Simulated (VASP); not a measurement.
Crystal: MoS2.

```
CELL_PARAMETERS angstrom
3.16900 0.00000 0.00000
-1.58450 2.74443 0.00000
0.00000 0.00000 12.32400
ATOMIC_POSITIONS crystal
Mo 0.66667 0.33333 0.75000
Mo 0.33333 0.66667 0.25000
S 0.66667 0.33333 0.37700
S 0.33333 0.66667 0.87700
S 0.66667 0.33333 0.12300
S 0.33333 0.66667 0.62300
```

Base run:

* Program: VASP 6.6.1
* Functional: TB-mBJ
* Potentials or basis: VASP PAW PBE potentials, release 64 (Mo_sv, S)
* Cutoff: 520 eV
* k mesh: 10 × 10 × 4
* Occupations: gaussian, width 0.02 eV
* Spin: no spin polarisation

Its results: band gap on the k mesh 1.18 eV, indirect (least direct gap 1.88 eV).

Task: The run is repeated on the same cell with these changes: functional from TB-mBJ to r2SCAN. What comes out?

Result: Band gap on the k mesh 1.04 eV, indirect (least direct gap 1.99 eV).

A k mesh can miss the band edges.

Not every run made on this cell is shown here.
